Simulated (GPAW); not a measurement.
Runs of GPAW 26.7.0 on TiO. It takes space group P6_3/mmc (No. 194, hexagonal). The conventional cell has a = 2.852 Å, b = 2.852 Å, c = 5.568 Å, α = 90.00°, β = 90.00°, γ = 120.00°. Around Ti (site symmetry -6m2) lie 6 O at 2.16 Å. O (site symmetry -3m) is surrounded by 6 Ti at 2.16 Å. The cell comes from a database or a generator and needn't be the stable form of this composition.

| U | pressure (GPa) |
| --- | --- |
| Ti d U = 6 eV | 8.3 |
| Ti d U = 4 eV | (b) |
| Ti d U = 3 eV | -3.2 |
| Ti d U = 2 eV | (a) |
| Ti d U = 1 eV | -7.0 |

Alike in all rows: task band structure; level PBEsol+U; potentials or basis PAW data sets generated in the run's folder for this functional, pw; no spin polarisation; cell as given; k mesh 8 × 8 × 4; cutoff (eV) 800; smearing fermi-dirac 0.05 eV.

Problem. Fill in the values left out.

Solution. (a) -5.2; (b) -1.1.

Caveats: U without spin polarisation on a metal has little footing (some runs).
